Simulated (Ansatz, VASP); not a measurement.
CdSe: VASP beside Ansatz

```
CELL_PARAMETERS angstrom
4.30301 0.00000 0.00000
-2.15151 3.72652 0.00000
0.00000 0.00000 7.02271
ATOMIC_POSITIONS crystal
Cd 0.66667 0.33333 0.50006
Cd 0.33333 0.66667 0.00006
Se 0.66667 0.33333 0.87580
Se 0.33333 0.66667 0.37580
```

Alike in both runs: functional PBEsol; k mesh 12 × 12 × 6; occupations gaussian, width 0.02 eV; no spin polarisation.

Ansatz relaxed the structure, and its values are those at the end. VASP's run is a single point on that final structure, the one shown.

|  | VASP | Ansatz |
| --- | --- | --- |
| version | VASP 6.6.1 | Ansatz 0.2.0 |
| potentials or method | VASP PAW PBE potentials, release 64 (Cd, Se) | scalar-relativistic, plane waves, PAW |
| plane-wave cutoff (eV) | 520 | 420 |
| valence electrons in the cell | 36 | 72 |

Ansatz gave:

```
gap on the k mesh at the Fermi level (eV) : 0.54
least direct gap on the mesh (eV)         : 0.54
pressure (GPa)                            : 0.0
```

Question: Estimate VASP's values.

Answer: gap on the k mesh at the Fermi level (eV): 0.54; least direct gap on the mesh (eV): 0.54; pressure (GPa): 0.3.

The functional is the same, so the differences come from potentials, cutoffs and numerics. The two sets of potentials don't hold the same shells in valence.

Caveats: the PAW data sets were made with another functional, which shifts forces and pressure a little (VASP). As with any semilocal functional, this PBEsol gap is likely too small.
